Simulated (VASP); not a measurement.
A run of VASP 6.6.1 is set up as follows.

INCAR

```
PREC = Accurate
ENCUT = 520
EDIFF = 1E-6
ISMEAR = 0
SIGMA = 0.01
LREAL = F
LASPH = T
NELM = 100
ALGO = Normal
ISIF = 2
LWAVE = F
LCHARG = T
GGA = PE
LELF = T
LVHAR = T
NBANDS = 13
```

KPOINTS

```
Automatic mesh
0
Gamma
  8 8 8
```

The input POSCAR:

```
Li2O
1.0
    0.0000000000      2.3130253888      2.3130253888
    2.3130253888      0.0000000000      2.3130253888
    2.3130253888      2.3130253888      0.0000000000
Li O
2 1
Direct
    0.2500000000      0.2500000000      0.2500000000
    0.7500000000      0.7500000000      0.7500000000
    0.0000000000      0.0000000000      0.0000000000
```

Potentials or basis: VASP PAW PBE potentials, release 64 (Li_sv, O).

Command:

```console
$ cat potpaw_PBE.64/Li_sv/POTCAR potpaw_PBE.64/O/POTCAR > POTCAR
$ mpirun -np 1 vasp_std > vasp.out
```

Problem. Predict the band gap on the k mesh.

Solution. 4.96 eV, indirect (least direct gap 5.25 eV).

 A k mesh can miss the band edges.
